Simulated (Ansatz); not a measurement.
# C: rattling a relaxed structure

The cell was found from a structure generator's guess, not taken from experiment.

Theory: Ansatz 0.2.0, DFT PBE, scalar-relativistic, plane waves, PAW. Cutoff 420 eV; k points 8×8×10 on the computed 6-atom cell (Γ-centred); Gaussian smearing, width 0.02 eV; no spin polarisation.

The cell below (6 atoms, space group Cmme (No. 67)) is relaxed within its symmetry.

```cif
data_structure
_symmetry_space_group_name_H-M 'P 1'
_symmetry_Int_Tables_number 1
_cell_length_a 3.5229
_cell_length_b 3.5229
_cell_length_c 3.0184
_cell_angle_alpha 90.000
_cell_angle_beta 90.000
_cell_angle_gamma 99.593
_cell_volume 36.94
loop_
_atom_site_label
_atom_site_type_symbol
_atom_site_fract_x
_atom_site_fract_y
_atom_site_fract_z
_atom_site_occupancy
C1 C 0.25000 0.25000 0.00000 1
C2 C 0.75000 0.75000 0.00000 1
C3 C 0.60381 0.39619 0.70587 1
C4 C 0.10381 0.89619 0.29413 1
C5 C 0.39619 0.60381 0.29413 1
C6 C 0.89619 0.10381 0.70587 1
```

For the test a repeat of it with 12 atoms (edges 3.52, 3.52, 6.04 Å) was strained at random (σ = 1.5 % a component), the atoms were moved at random (σ = 0.05 Å), and all was relaxed again on a coarse 4×4×2 mesh (in the run’s order of axes) with 0.10 eV smearing, with no symmetry imposed.

Task: Does it come back?

Result: It returns, within 1 meV/atom of the unmoved cell on that mesh and with the same symmetry when read at 0.1 Å. No instability shows in this cell; modes of other wave vectors, which need another repeat, aren't tested. Another cell of C relaxed alike, in P6/mmm, lies 0.95 eV/atom lower, so this cell isn't the stable form at this level.
